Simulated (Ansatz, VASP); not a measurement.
# B (zigzag B chain): VASP beside Ansatz, part 2 of 2

Aim: how closely do two programs agree when they are given the same cell, functional and k mesh? The structure shown is the start of the Ansatz relaxation below; VASP solves that cell, so the two are compared at the walk's first step.

VASP 6.6.1 and Ansatz 0.2.0.

So far. Step 4 (Comparison): The forces differ by 2.6 meV/Å r.m.s., which is 0.2 % of the r.m.s. force of 1.637 eV/Å (both taken over all components).

**6. VASP: single point, PBEsol, start cell**

Level of this step: PBEsol, zero-moment start; plane waves and PAW (B) (VASP).

The same cell, functional, mesh and smearing now go to VASP, with its own data sets.

Input file INCAR:

```
SYSTEM = B
PREC = Accurate
ENCUT = 420
EDIFF = 1E-06
NELM = 200
ISMEAR = -1
SIGMA = 0.05
LREAL = .FALSE.
ALGO = Normal
GGA = PS
NBANDS = 10
ISPIN = 2
MAGMOM = -0 -0
LORBIT = 11
LWAVE = .FALSE.
LCHARG = .FALSE.
ISIF = 2
LASPH = .TRUE.
GGA_COMPAT = .FALSE.
```

Input file POSCAR:

```
B
1.0
    9.0000000000      0.0000000000      0.0000000000
    0.0000000000      7.5000000000      0.0000000000
    0.0000000000      0.0000000000      2.8183690000
B
2
Direct
    0.4583735556      0.5000000000      0.0000000000
    0.5416264444      0.5000000000      0.4999998226
```

Input file KPOINTS:

```
Automatic mesh
0
Gamma
1 1 29
0 0 0
```

Potentials, in the order of the species: B (PBE family, release 64).

The run is started by

```bash
$ mpirun -np 1 vasp_std
```

Numbers of over 12 decimals in the logs are rounded to 6 here.

What it wrote:

```text
[banner, memory and clock lines left out]
running    1 mpi-ranks, on    1 nodes
[...]
|                                                                             |
|               ----> ADVICE to this user running VASP <----                  |
|                                                                             |
|     You enforced a specific xc type in the INCAR file but a different       |
|     [... a line on the potential file left out ...]
|     I HOPE YOU KNOW WHAT YOU ARE DOING!                                     |
|                                                                             |

 LDA part: xc-table for (Slater+PW92), standard interpolation
 POSCAR, INCAR and KPOINTS ok, starting setup
[...]
entering main loop
       N       E                     dE             d eps       ncg     rms          rms(c)
DAV:   1     0.204807897182E+02    0.20481E+02   -0.17129E+03   600   0.319E+02
DAV:   2    -0.812522344091E+01   -0.28606E+02   -0.27845E+02   898   0.639E+01
DAV:   3    -0.104750072042E+02   -0.23498E+01   -0.23362E+01   760   0.226E+01
DAV:   4    -0.104947506177E+02   -0.19743E-01   -0.19740E-01   804   0.240E+00
[...]
DAV:  18    -0.870488579946E+01   -0.34833E-05   -0.14763E-06   612   0.527E-03    0.178E-03
DAV:  19    -0.870488730372E+01   -0.15043E-05   -0.11037E-07   610   0.157E-03    0.149E-03
DAV:  20    -0.870488823180E+01   -0.92809E-06   -0.14842E-07   616   0.149E-03
   1 F= -.87048882E+01 E0= -.86965660E+01  d E =-.166444E-01  mag=     0.0002
```

From OUTCAR (step 6):

```text
  Total       -2.0112968      0.0578543      1.4154237      0.0000000      0.0000000      0.0000000
  in kB      -16.9388966      0.4872417     11.9205260      0.0000000      0.0000000      0.0000000
  external PRESSURE =      -1.5103763 kB  Pullay stress =       0.0000000 kB

 POSITION                                       TOTAL-FORCE (eV/Angst)
 -----------------------------------------------------------------------------------
      4.12536      3.75000      0.00000         2.704458      0.000000      0.000000
      4.87464      3.75000      1.40918        -2.704458      0.000000      0.000000
 -----------------------------------------------------------------------------------
    total drift:                               -0.000014     -0.000000      0.000021

  FREE ENERGIE OF THE ION-ELECTRON SYSTEM (eV)
  ---------------------------------------------------
  free  energy   TOTEN  =        -8.7048882318 eV

  energy  without entropy=       -8.6882438532  energy(sigma->0) =       -8.69656604

 magnetization (x)
# of ion       s       p       d       tot
------------------------------------------
    1        0.000   0.000   0.000   0.000
    2        0.000   0.000   0.000   0.000
--------------------------------------------------
tot          0.000   0.000   0.000   0.000

[... 1 part as in an earlier step ...]

[... 2 further parts left out ...]
[key lines of the parts left out:]
E-fermi :  -4.8113
```

**7. Comparison**

What differs besides the data sets and the points named for the pairs above, as far as they apply: Ansatz makes its cores anew for this functional, VASP keeps those of its PBE data sets. Total energies have different zeros and are not compared.

Forces (eV/Å; atoms numbered as in POSCAR):

| atom | Ansatz x, y, z | VASP x, y, z |
| --- | --- | --- |
| B1 | 2.757, 0.000, 0.000 | 2.704, 0.000, 0.000 |
| B2 | -2.757, 0.000, 0.000 | -2.704, 0.000, 0.000 |

The forces differ by 30 meV/Å r.m.s., which is 1.9 % of the r.m.s. force of 1.561 eV/Å (both taken over all components). Moments aren't recorded for both runs of this pair, so they may hold unlike magnetic states.

**8. Ansatz: relaxation, r2SCAN**

The two programs are compared at the cell with which this relaxation starts, whose forces are those of its first step.

The structure compared here is the start of the Ansatz relaxation; VASP solves that cell, so the two are compared at the walk's first step.

Input file input.yaml:

```yaml
crystal:
  lattice:
    - [9.0, 0.0, 0.0]
    - [0.0, 7.5, 0.0]
    - [0.0, 0.0, 2.8183687164]
  atoms:
    - { symbol: B, position: [0.458373521, 0.5, 0.0], spin: 0.3 }
    - { symbol: B, position: [0.541626479, 0.5, 0.5], spin: 0.3 }
magnetization:
  spin_polarized: true
kpoints:
  mp_grid: { grid: [1, 1, 29] }
scf:
  occupations: { method: fermi_dirac, width: 0.05 }
hamiltonian:
  xc: r2scan
relax:
  cell: { fix: [a, b, alpha, beta, gamma] }
  max_steps: 60
```

The run is started by

```bash
$ ansatz run input.yaml --threads 4 --pin off --max-ram 8192MiB --backend cpu --events-out ev --progress --plain --runs-dir out
```

What it wrote:

```text
[...]
Crystal: 2 atoms, lattice volume = 190.240 Å³
Basis set: ecut = 500 eV, 4825 PW (Γ), exchange–correlation on 288×240×96 points (64 copies of the dense FFT grid, shifted against one another)
Bands: 8, of which v1, the nominal top of the filled ones, is band 3 counted from 1 (2 counted from 0)
Symmetry: 8 space group operations
[...]
0.000000       0.045383       0.000000
        0.000000       0.000000       0.011590
  P = ⅓ Tr σ = 0.0216 GPa (0.216 kbar)
--- Relaxed structure (6 steps of the walk, 6 accepted, 1 SCFs on fresh bases) ---
[...]
cell:  # Å, volume = 208.4194 Å³
    - [9.0, 0.0, 0.0]
    - [0.0, 7.5, 0.0]
    - [0.0, 0.0, 3.087695]
  atoms:
    - { symbol: B, position: [0.499994, 0.5, 0.0] }
    - { symbol: B, position: [0.500006, 0.5, 0.500000] }
[key lines of the parts left out:]
SCF converged after 6 iterations
Magnetization: -0.0000 μB (3.0000 up, 3.0000 down)
Free energy (F): -309.615441 eV
Fermi energy:    -4.839838 eV
```

**9. VASP: single point, r2SCAN, start cell**

The same cell, functional, mesh and smearing now go to VASP, with its own data sets.

Input file INCAR:

```
SYSTEM = B
PREC = Accurate
ENCUT = 460
EDIFF = 1E-06
NELM = 200
ISMEAR = -1
SIGMA = 0.05
LREAL = .FALSE.
ALGO = Normal
METAGGA = R2SCAN
LASPH = .TRUE.
NBANDS = 10
ISPIN = 2
MAGMOM = -0 -0
LORBIT = 11
LWAVE = .FALSE.
LCHARG = .FALSE.
ISIF = 2
GGA_COMPAT = .FALSE.
LMIXTAU = .TRUE.
```

POSCAR is that of step 6.

KPOINTS is that of step 6.

The run is started by

```bash
$ mpirun -np 1 vasp_std
```

What it wrote:

```text
[banner, memory and clock lines left out]
running    1 mpi-ranks, on    1 nodes
[...]
[... a notice as in an earlier step ...]

 LDA part: xc-table for (None), standard interpolation
 POSCAR, INCAR and KPOINTS ok, starting setup
[...]
entering main loop
       N       E                     dE             d eps       ncg     rms          rms(c)
DAV:   1     0.203361041304E+02    0.20336E+02   -0.18109E+03   600   0.345E+02
DAV:   2    -0.946730970774E+01   -0.29803E+02   -0.28944E+02   826   0.661E+01
DAV:   3    -0.121265024220E+02   -0.26592E+01   -0.25997E+01   798   0.239E+01
DAV:   4    -0.121479200534E+02   -0.21418E-01   -0.21399E-01   786   0.239E+00
[...]
DAV:  33    -0.951790148616E+01   -0.64372E-05   -0.10383E-06   600   0.102E-02    0.640E-04
DAV:  34    -0.951790389577E+01   -0.24096E-05   -0.75842E-07   600   0.891E-03    0.264E-04
DAV:  35    -0.951790399754E+01   -0.10177E-06   -0.30060E-07   600   0.578E-03
   1 F= -.95179040E+01 E0= -.95092929E+01  d E =-.172222E-01  mag=    -0.0001
```

Parts of OUTCAR (step 9):

```text
  Total       -2.4796597      0.0543072      2.0793030      0.0000000      0.0000000      0.0000000
  in kB      -20.8833923      0.4573684     17.5116369      0.0000000      0.0000000      0.0000000
  external PRESSURE =      -0.9714623 kB  Pullay stress =       0.0000000 kB

 POSITION                                       TOTAL-FORCE (eV/Angst)
 -----------------------------------------------------------------------------------
      4.12536      3.75000      0.00000         3.325432      0.000000      0.000000
      4.87464      3.75000      1.40918        -3.325432      0.000000      0.000000
 -----------------------------------------------------------------------------------
    total drift:                               -0.000013      0.000000      0.000022

  FREE ENERGIE OF THE ION-ELECTRON SYSTEM (eV)
  ---------------------------------------------------
  free  energy   TOTEN  =        -9.5179039975 eV

  energy  without entropy=       -9.5006817488  energy(sigma->0) =       -9.50929287

 magnetization (x)
# of ion       s       p       d       tot
------------------------------------------
    1       -0.000  -0.000   0.000  -0.000
    2       -0.000  -0.000   0.000  -0.000
--------------------------------------------------
tot         -0.000  -0.000   0.000  -0.000

[... 1 part as in an earlier step ...]

[... 2 further parts left out ...]
[key lines of the parts left out:]
E-fermi :  -4.8388
```

**10. Comparison**

What differs besides the data sets and the points named for the pairs above, as far as they apply: VASP keeps PBE cores, Ansatz makes them for the functional; the cutoff is 500 eV in Ansatz and 460 eV in VASP. Total energies have different zeros and are not compared.

Forces (eV/Å; atoms numbered as in POSCAR):

| atom | Ansatz x, y, z | VASP x, y, z |
| --- | --- | --- |
| B1 | 3.133, 0.000, 0.000 | 3.325, 0.000, 0.000 |
| B2 | -3.133, 0.000, 0.000 | -3.325, 0.000, 0.000 |

The forces differ by 111 meV/Å r.m.s., which is 5.8 % of the r.m.s. force of 1.920 eV/Å (both taken over all components). Moments aren't recorded for both runs of this pair, so they may hold unlike magnetic states.

**11. Summary of results**

| Item | Value |
| --- | --- |
| r.m.s. force difference (single point, PBE, start cell) | 0.16 % of the r.m.s. force |
| r.m.s. force difference (single point, PBEsol, start cell) | 1.9 % of the r.m.s. force |
| r.m.s. force difference (single point, r2SCAN, start cell) | 5.8 % of the r.m.s. force |

**Reading.** The r.m.s. force difference is 5.8 % of the r.m.s. force (single point, r2SCAN, start cell), beyond the 3 % picked in this series as the mark of a large difference. What causes the difference of the single point, r2SCAN, start cell pair stays open here. 3 further runs of this series are not shown here. How closely two codes agree says nothing of how well the functional describes the real material.

[Lines on the potential files, build, host, timing and source positions are cut from VASP's logs without a mark.]

[Logs are printed without paths, hosts, clocks, repeated set-up lines and the standing remarks that a program may print on its own settings, such as how far it seeks lower states.]

[Hosts, paths, dates, database ids (printed as entryN), source tags and the programs' standing remarks are cut or masked in the printed files.]
